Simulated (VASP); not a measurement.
Set up this calculation in VASP 6.6.1, as the native input.

* Task: relaxation of cell and atoms
* Functional: PBEsol
* Potentials or basis: VASP PAW PBE potentials, release 64 (Hf_pv)
* Cutoff: 520 eV
* k mesh: 3 × 3 × 4
* Occupations: gaussian, width 0.1 eV
* Spin: no spin polarisation
* Target pressure: 50 GPa
* Further INCAR settings: ALGO = Normal; EDIFF = 1e-07; IBRION = 2; EDIFFG = -0.002; NSW = 80; ISIF = 3
* Target pressure: 50 GPa

The structure of Hf lies in POSCAR:

```
Hf                                      
1.0
    4.4801239680      0.0000000000      0.0000000000
   -2.2400619840      3.8799011761     -0.0000000000
   -0.0000000000      0.0000000000      2.8140916131
  Hf            
     3
Direct
     0.6666666699999979    0.3333333300000021    0.5000000000000000
     0.3333333300000021    0.6666666699999979    0.5000000000000000
     0.0000000000000000    0.0000000000000000    0.0000000000000000
```

This isn't the form of Hf at room conditions, which is hcp.

One way to write it, as run:

INCAR

```
SYSTEM = Hf
ALGO = Normal ; EDIFF = 1E-7
EDIFFG = -0.002 ; ENCUT = 520
GGA = PS ; IBRION = 2
ISIF = 3 ; ISMEAR = 0
KPAR = 4 ; LASPH = .TRUE.
LCHARG = .FALSE. ; LREAL = .FALSE.
LWAVE = .FALSE. ; NELM = 100
NSW = 80 ; PREC = Accurate
PSTRESS = 500.0 ; SIGMA = 0.1
```

KPOINTS

```
k-points
0
G
  3 3 4
  0 0 0
```

Potentials or basis: VASP PAW PBE potentials, release 64 (Hf_pv).

Run with:

```bash
$ cat potpaw_PBE.64/Hf_pv/POTCAR > POTCAR
$ mpirun -np 4 vasp_std > vasp.out
```

It gave:

```
Pressure after relaxing : 50.0 GPa
Band gap on the k mesh  : none (metal or under the smearing width)
```

Caveat: the k mesh is coarse (spacing up to 0.56 Å⁻¹), so the values aren't converged; the relaxation stopped at its first step, so nothing moved; the cell is relaxed towards a set pressure, so the enthalpy falls and the energy may rise; the PAW data sets were made with another functional, which shifts forces and pressure a little.

It took 7.5 s on 4 MPI ranks on Intel(R) Xeon(R) Platinum 8259CL CPU @ 2.50GHz (Skylake/Cascade Lake), with other jobs on the host, peak memory 0.16 GiB a rank.
